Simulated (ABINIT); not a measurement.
Al:

```xyz
1
Lattice="0.0000 2.0248 2.0248 2.0248 0.0000 2.0248 2.0248 2.0248 0.0000" Properties=species:S:1:pos:R:3 pbc="T T T"
Al    0.0000    0.0000    0.0000
```

Base run:

| Quantity | Value |
| --- | --- |
| Program | ABINIT 10.8.3 (patched build) |
| Functional | HLE16 |
| Potentials or basis | JTH PAW PBE v2.0 |
| Cutoff | 544 eV |
| k mesh | 11 × 11 × 11 |
| Occupations | fermi-dirac, width 0.05 eV |
| Spin | no spin polarisation |

Its results: band gap on the k mesh none (metal or under the smearing width); pressure -26.3 GPa.

**Question.** After a change of settings the same cell gave: band gap on the k mesh none (metal or under the smearing width); pressure -0.4 GPa. Which change was it?
A. functional from HLE16 to LDA; potentials or basis from JTH PAW PBE v2.0 to PseudoDojo NC SR LDA v0.4.1 standard; cutoff from 544 eV to 599 eV
B. functional from HLE16 to LDA-PZ; potentials or basis from JTH PAW PBE v2.0 to JTH PAW LDA v2.0
C. functional from HLE16 to PBEsol; k mesh from 11 × 11 × 11 to 9 × 9 × 9
D. functional from HLE16 to rPW86PBE

**Answer.** D.

Caveats: the potentials were made for a functional far from this one (some runs); so large a pressure means that the cell lies far from this level's equilibrium, or that cutoff or potentials fall short (some runs); the potentials were made for another functional, which shifts forces and pressure (some runs); the PAW data sets were made with another functional, which shifts forces and pressure a little (some runs).

The runs don't all hold the same shells in valence.

Runs at the PBE level aren't shown here.
